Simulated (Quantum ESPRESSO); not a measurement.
# AlN (F-43m) in Quantum ESPRESSO: notebook

Runs on AlN. Level: vdW-DF3-opt1. Tasks: single point, equation of state.

Everything below comes from runs of Quantum ESPRESSO 7.5. Logs are shortened: lines on timing, memory, paths and dates and some standing lists are left out, and cuts for length are marked.

### 1 Starting point

It takes space group F-43m (No. 216, cubic). Conventional cell: a = 4.368 Å, b = 4.368 Å, c = 4.368 Å, α = 90.00°, β = 90.00°, γ = 90.00°. Al (site symmetry -43m) has 4 N at 1.89 Å as nearest neighbours. Around N (site symmetry -43m) lie 4 Al at 1.89 Å.

Measurements of this composition are mostly on another form, of space group No. 186.

### 2 Single point, vdW-DF3-opt1, 9.79 Å³/atom

pw.in reads:

```
&CONTROL
  calculation = 'scf'
  prefix = 'pwscf'
  outdir = './tmp'
  pseudo_dir = './pseudo'
  tprnfor = .true.
  tstress = .true.
  disk_io = 'nowf'
/
&SYSTEM
  ibrav = 0
  nat = 2
  ntyp = 2
  ecutwfc = 84
  nbnd = 9
  input_dft = 'vdw-df3-opt1'
  occupations = 'smearing'
  smearing = 'fd'
  degauss = 0.00367493
/
&ELECTRONS
  conv_thr = 4d-10
  electron_maxstep = 120
  mixing_beta = 0.5
/
ATOMIC_SPECIES
Al    26.9815 Al.upf
N     14.0070 N.upf
CELL_PARAMETERS angstrom
   0.0000000000    2.1394097525    2.1394097525
   2.1394097525    0.0000000000    2.1394097525
   2.1394097525    2.1394097525    0.0000000000
ATOMIC_POSITIONS crystal
Al     0.0000000000    0.0000000000    0.0000000000
N      0.2500000000    0.2500000000    0.2500000000
K_POINTS automatic
10 10 10 0 0 0
```

Potentials or basis: PseudoDojo 0.4.1 SR PBE standard.

Started as:

```
$ OMP_NUM_THREADS=1 pw.x -in pw.in > pw.out
```

pw.out:

```text
This program is part of the open-source Quantum ESPRESSO suite
     for quantum simulation of materials; please cite
         "P. Giannozzi et al., J. Phys.:Condens. Matter 21 395502 (2009);
         "P. Giannozzi et al., J. Phys.:Condens. Matter 29 465901 (2017);
         "P. Giannozzi et al., J. Chem. Phys. 152 154105 (2020);
     in publications or presentations arising from this work. More details at

     IMPORTANT: XC functional enforced from input :
     Exchange-correlation= VDW-DF3-OPT1
                           (   1   4  45   0   3   0   0)
     Any further DFT definition will be discarded
     Please, verify this is what you really want

     Message from routine setup:
     using ibrav=0 with symmetry is DISCOURAGED, use correct ibrav instead

     G-vector sticks info
     --------------------
     sticks:   dense  smooth     PW     G-vecs:    dense   smooth      PW
     Sum         757     757    241                13803    13803    2397

     Using Slab Decomposition

     bravais-lattice index     =            0
     lattice parameter (alat)  =       5.7175  a.u.
     unit-cell volume          =     132.1626 (a.u.)^3
     number of atoms/cell      =            2
     number of atomic types    =            2
     number of electrons       =         8.00
     number of Kohn-Sham states=            9
     kinetic-energy cutoff     =      84.0000  Ry
     charge density cutoff     =     336.0000  Ry
     scf convergence threshold =      4.0E-10
     mixing beta               =       0.5000
     number of iterations used =            8  plain     mixing
     Exchange-correlation= VDW-DF3-OPT1
                           (   1   4  45   0   3   0   0)

     celldm(1)=   5.717522  celldm(2)=   0.000000  celldm(3)=   0.000000
     celldm(4)=   0.000000  celldm(5)=   0.000000  celldm(6)=   0.000000

     crystal axes: (cart. coord. in units of alat)
               a(1) = (   0.000000   0.707107   0.707107 )
               a(2) = (   0.707107   0.000000   0.707107 )
               a(3) = (   0.707107   0.707107   0.000000 )

     reciprocal axes: (cart. coord. in units 2 pi/alat)
               b(1) = ( -0.707107  0.707107  0.707107 )
               b(2) = (  0.707107 -0.707107  0.707107 )
               b(3) = (  0.707107  0.707107 -0.707107 )

     PseudoPot. # 1 for Al read from file:
     Al.upf
     Pseudo is Norm-conserving + core correction, Zval =  3.0
     Generated using ONCVPSP code by D. R. Hamann
     Using radial grid of 1876 points,  6 beta functions with:
                l(1) =   0
                l(2) =   0
                l(3) =   1
                l(4) =   1
                l(5) =   2
                l(6) =   2
[... 71 lines left out ...]
        k(   47) = (  -0.7071068   0.2828427   0.0000000), wk =   0.0240000

     Dense  grid:    13803 G-vectors     FFT dimensions: (  36,  36,  36)

     Initial potential from superposition of free atoms

     starting charge       7.9975, renormalised to       8.0000

     %%%%%%%%%%%%%%%%%%%%%%%%%%%%%%%%%%%%%%%%%%%%%%%%%%%%%%%%%%%%%%%%%%%%%%%%
     %                                                                      %
     % You are using vdW-DF, which was implemented by the Thonhauser group. %
     % Please cite the following two papers that made this development      %
     % possible and the two reviews that describe the various versions:     %
     %                                                                      %
     %   T. Thonhauser et al., PRL 115, 136402 (2015).                      %
     %   T. Thonhauser et al., PRB 76, 125112 (2007).                       %
     %   K. Berland et al., Rep. Prog. Phys. 78, 066501 (2015).             %
     %   D.C. Langreth et al., J. Phys.: Condens. Matter 21, 084203 (2009). %
     %                                                                      %
     % If you are calculating stress with vdW-DF, please also cite:         %
     %                                                                      %
     %   R. Sabatini et al., J. Phys.: Condens. Matter 24, 424209 (2012).   %
     %                                                                      %
     %%%%%%%%%%%%%%%%%%%%%%%%%%%%%%%%%%%%%%%%%%%%%%%%%%%%%%%%%%%%%%%%%%%%%%%%

     %%%%%%%%%%%%%%%%%%%%%%%%%%%%%%%%%%%%%%%%%%%%%%%%%%%%%%%%%%%%%%%%%%%%%%%%
     %                                                                      %
     %  vdW-DF NEWS:                                                        %
     %                                                                      %
     %  * vdW-DF3 is now available. DOI: 10.1021/acs.jctc.0c00471           %
     %    use with input_dft = 'vdW-DF3-opt1' or 'vdW-DF3-opt2'             %
     %                                                                      %
     %  * Unscreened and range-separated hybrid vdW-DF-cx functionals       %
     %    DOI: 10.1063/1.4986522 and 10.1088/1361-648X/ac2ad2               %
     %    use with input_dft = 'vdW-DF-cx0'    and 'vdW-DF-ahcx'            %
     %  * Unscreened and range-separated hybrid vdW-DF2-b86r functionals    %
     %    DOI: 10.1063/1.4986522 and DOI: 10.1103/PhysRevX.12.041003        %
     %    use with input_dft = 'vdW-DF2-br0' and 'vdW-DF2-ahbr'             %
     %                                                                      %
     %%%%%%%%%%%%%%%%%%%%%%%%%%%%%%%%%%%%%%%%%%%%%%%%%%%%%%%%%%%%%%%%%%%%%%%%

     Starting wfcs are    8 randomized atomic wfcs +    1 random wfcs

     Self-consistent Calculation

     iteration #  1     ecut=    84.00 Ry     beta= 0.50
     Davidson diagonalization with overlap
     ethr =  1.00E-02,  avg # of iterations =  5.8

     total energy              =     -25.44511237 Ry
     estimated scf accuracy    <       0.61216163 Ry
[... 64 lines left out ...]
     iteration # 11     ecut=    84.00 Ry     beta= 0.50
     Davidson diagonalization with overlap
     ethr =  8.37E-12,  avg # of iterations =  2.0

     End of self-consistent calculation

          k = 0.0000 0.0000 0.0000 (  1759 PWs)   bands (ev):

    -7.7800   7.5500   7.5500   7.5500  12.3311  20.7821  20.7821  20.7821
    25.8093

          k = 0.0707 0.0707-0.0707 (  1732 PWs)   bands (ev):
[... 146 lines left out ...]
    -4.8403   2.4548   5.7053   5.7053  10.9215  16.5829  22.3509  24.0422
    24.0422

          k = 0.2828 0.1414 0.0000 (  1726 PWs)   bands (ev):

    -6.7943   4.6617   6.5113   7.1840  14.6124  19.1921  19.2792  21.4193
    22.2965

          k = 0.3536 0.2121-0.0707 (  1712 PWs)   bands (ev):
[... 71 lines left out ...]
    -4.7811   3.3375   4.3102   4.7910  13.4306  18.8684  20.5582  21.0215
    25.3036

     the Fermi energy is     9.4517 ev

!    total energy              =     -25.62057768 Ry
     estimated scf accuracy    <          3.7E-11 Ry
     smearing contrib. (-TS)   =      -0.00000000 Ry
     internal energy E=F+TS    =     -25.62057768 Ry

     The total energy is F=E-TS. E is the sum of the following terms:
     one-electron contribution =      -0.26129618 Ry
     hartree contribution      =       5.51426881 Ry
     xc contribution           =      -8.61929515 Ry
     ewald contribution        =     -22.25425516 Ry

     convergence has been achieved in  11 iterations

     Forces acting on atoms (cartesian axes, Ry/au):

     atom    1 type  1   force =     0.00000000    0.00000000    0.00000000
     atom    2 type  2   force =    -0.00000000    0.00000000    0.00000000

     Total force =     0.000000     Total SCF correction =     0.000000

     Computing stress (Cartesian axis) and pressure

          total   stress  (Ry/bohr**3)                   (kbar)     P=      180.77
   0.00122882  -0.00000000  -0.00000000          180.77       -0.00       -0.00
  -0.00000000   0.00122882  -0.00000000           -0.00      180.77       -0.00
  -0.00000000  -0.00000000   0.00122882           -0.00       -0.00      180.77

=------------------------------------------------------------------------------=
   JOB DONE.
=------------------------------------------------------------------------------=
```

Wall time 74 s (1 thread of Arm Neoverse V1, shared host); peak memory 0.08 GiB.

Results:

```
Free energy            : -348.5857 eV
Pressure               : 18.1 GPa
Band gap on the k mesh : 3.37 eV, indirect (least direct gap 4.78 eV)
```

Caveat: the potentials were made for another functional, which shifts forces and pressure.

### 3 Single point, vdW-DF3-opt1, 10.00 Å³/atom

pw.in: that of step 2 with these lines changed.

```diff
@@ -29,5 +29,5 @@
 CELL_PARAMETERS angstrom
-   0.0000000000    2.1394097525    2.1394097525
-   2.1394097525    0.0000000000    2.1394097525
-   2.1394097525    2.1394097525    0.0000000000
+   0.0000000000    2.1544765148    2.1544765148
+   2.1544765148    0.0000000000    2.1544765148
+   2.1544765148    2.1544765148    0.0000000000
 ATOMIC_POSITIONS crystal
```

Potentials or basis: PseudoDojo 0.4.1 SR PBE standard.

Started as:

```
$ OMP_NUM_THREADS=1 pw.x -in pw.in > pw.out
```

Wall time 75 s (1 thread of Arm Neoverse V1, shared host); peak memory 0.08 GiB.

The run converged. Its results:

- Free energy: -348.6257 eV
- Pressure: 12.7 GPa
- Band gap on the k mesh: 3.36 eV, indirect (least direct gap 4.59 eV)

Caveat: the potentials were made for another functional, which shifts forces and pressure.

### 4 Single point, vdW-DF3-opt1, 10.21 Å³/atom

pw.in: that of step 3 with these lines changed.

```diff
@@ -29,5 +29,5 @@
 CELL_PARAMETERS angstrom
-   0.0000000000    2.1544765148    2.1544765148
-   2.1544765148    0.0000000000    2.1544765148
-   2.1544765148    2.1544765148    0.0000000000
+   0.0000000000    2.1693354430    2.1693354430
+   2.1693354430    0.0000000000    2.1693354430
+   2.1693354430    2.1693354430    0.0000000000
 ATOMIC_POSITIONS crystal
```

Started as:

```
$ OMP_NUM_THREADS=1 pw.x -in pw.in > pw.out
```

Run time: 77 s. Hardware: 1 thread of Arm Neoverse V1, shared host; peak memory 0.08 GiB.

Results (log left out):

| Property | Result |
| --- | --- |
| Free energy | -348.6523 eV |
| Pressure | 7.9 GPa |
| Band gap on the k mesh | 3.35 eV, indirect (least direct gap 4.40 eV) |

Caveat: the potentials were made for another functional, which shifts forces and pressure.

### 5 Single point, vdW-DF3-opt1, 10.42 Å³/atom

pw.in: that of step 4 with these lines changed.

```diff
@@ -29,5 +29,5 @@
 CELL_PARAMETERS angstrom
-   0.0000000000    2.1693354430    2.1693354430
-   2.1693354430    0.0000000000    2.1693354430
-   2.1693354430    2.1693354430    0.0000000000
+   0.0000000000    2.1839935596    2.1839935596
+   2.1839935596    0.0000000000    2.1839935596
+   2.1839935596    2.1839935596    0.0000000000
 ATOMIC_POSITIONS crystal
```

Started as:

```
$ OMP_NUM_THREADS=1 pw.x -in pw.in > pw.out
```

It took 76 s on 1 thread of Arm Neoverse V1, shared host; peak memory 0.08 GiB.

Results (log left out):

```
Free energy            : -348.6669 eV
Pressure               : 3.4 GPa
Band gap on the k mesh : 3.34 eV, indirect (least direct gap 4.22 eV)
```

Caveat: the potentials were made for another functional, which shifts forces and pressure.

### 6 Single point, vdW-DF3-opt1, 10.63 Å³/atom

pw.in: that of step 5 with these lines changed.

```diff
@@ -29,5 +29,5 @@
 CELL_PARAMETERS angstrom
-   0.0000000000    2.1839935596    2.1839935596
-   2.1839935596    0.0000000000    2.1839935596
-   2.1839935596    2.1839935596    0.0000000000
+   0.0000000000    2.1984575146    2.1984575146
+   2.1984575146    0.0000000000    2.1984575146
+   2.1984575146    2.1984575146    0.0000000000
 ATOMIC_POSITIONS crystal
```

Potentials or basis: PseudoDojo 0.4.1 SR PBE standard.

Started as:

```
$ OMP_NUM_THREADS=1 pw.x -in pw.in > pw.out
```

Run time: 76 s. Hardware: 1 thread of Arm Neoverse V1, shared host; peak memory 0.08 GiB.

Results (log left out):

```
Free energy            : -348.6706 eV
Pressure               : -0.6 GPa
Band gap on the k mesh : 3.33 eV, indirect (least direct gap 4.05 eV)
```

Caveat: the potentials were made for another functional, which shifts forces and pressure.

### 7 Single point, vdW-DF3-opt1, 10.83 Å³/atom

pw.in: that of step 6 with these lines changed.

```diff
@@ -29,5 +29,5 @@
 CELL_PARAMETERS angstrom
-   0.0000000000    2.1984575146    2.1984575146
-   2.1984575146    0.0000000000    2.1984575146
-   2.1984575146    2.1984575146    0.0000000000
+   0.0000000000    2.2127336128    2.2127336128
+   2.2127336128    0.0000000000    2.2127336128
+   2.2127336128    2.2127336128    0.0000000000
 ATOMIC_POSITIONS crystal
```

Started as:

```
$ OMP_NUM_THREADS=1 pw.x -in pw.in > pw.out
```

It took 79 s on 1 thread of Arm Neoverse V1, shared host; peak memory 0.08 GiB.

It converged, with:

```
Free energy            : -348.6643 eV
Pressure               : -4.2 GPa
Band gap on the k mesh : 3.31 eV, indirect (least direct gap 3.88 eV)
```

Caveat: the potentials were made for another functional, which shifts forces and pressure.

### 8 Single point, vdW-DF3-opt1, 11.04 Å³/atom

pw.in: that of step 7 with these lines changed.

```diff
@@ -29,5 +29,5 @@
 CELL_PARAMETERS angstrom
-   0.0000000000    2.2127336128    2.2127336128
-   2.2127336128    0.0000000000    2.2127336128
-   2.2127336128    2.2127336128    0.0000000000
+   0.0000000000    2.2268278375    2.2268278375
+   2.2268278375    0.0000000000    2.2268278375
+   2.2268278375    2.2268278375    0.0000000000
 ATOMIC_POSITIONS crystal
```

Started as:

```
$ OMP_NUM_THREADS=1 pw.x -in pw.in > pw.out
```

Run time: 77 s. Hardware: 1 thread of Arm Neoverse V1, shared host; peak memory 0.08 GiB.

It converged, with:

- Free energy: -348.6490 eV
- Pressure: -7.5 GPa
- Band gap on the k mesh: 3.30 eV, indirect (least direct gap 3.72 eV)

Caveat: the potentials were made for another functional, which shifts forces and pressure.

### 9 Equation of state, vdW-DF3-opt1

Potentials or basis: PseudoDojo 0.4.1 SR PBE standard.

This step only gathers the single runs of the series.

Results:

```
Equilibrium volume                      : 10.59 Å³/atom
Bulk modulus                            : 197 GPa
Pressure derivative of the bulk modulus : 3.9
```

Energy against volume, from the lowest point:
```tsv
volume (Å³/atom)	energy (meV/atom)
9.792	42.43
10.001	22.45
10.209	9.13
10.417	1.83
10.626	0.00
10.834	3.14
11.042	10.79
```

Caveat: the potentials were made for another functional, which shifts forces and pressure.
